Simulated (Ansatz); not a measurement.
**Ge in Ansatz: the effect of target pressure**

Ge:

```xyz
2
Lattice="-2.5745 2.5745 1.3974 2.5745 -2.5745 1.3974 2.5745 2.5745 -1.3974" Properties=species:S:1:pos:R:3 pbc="T T T"
Ge    0.0000    0.0000    1.3974
Ge    2.5745    0.0000    0.6987
```

This isn't the form of Ge at room conditions, which is diamond.

Alike in all runs:

| Item | Value |
| --- | --- |
| Program | Ansatz 0.2.0 |
| Task | relaxation of cell and atoms |
| Functional | PBEsol |
| Potentials or basis | Ansatz PAW |
| Cutoff | 420 eV (not typed: the program's choice for these potentials) |
| k mesh | 11 × 11 × 11 |
| Occupations | fermi-dirac, width 0.05 eV |
| Spin | no spin polarisation |

Each run relaxes the cell or the atoms first.

```tsv
target pressure	relaxed volume (Å³/atom)
0 GPa	18.38
2 GPa	17.94
5 GPa	17.37
10 GPa	16.61
20 GPa	?
30 GPa	14.66
```

Q: What does the run with target pressure 20 GPa give?

A: Relaxed volume 15.48 Å³/atom.

Worked out: In Murnaghan's law V^(-B') rises as a straight line in P. The other rows fit best with B' = 4.3, V0 = 18.38 Å³/atom and B0 = 78 GPa, which gives 15.47 Å³/atom at 20 GPa, against the run's 15.48.

Caveats: the plane-wave basis is chosen anew once the cell has moved, so the energies of steps on either side of that aren't comparable; the PAW data sets come from PBE, with cores solved anew for the run's functional, which leaves a small shift of forces and pressure; the volume moved by over 15 % at a fixed basis, so the end points are rough (some runs).
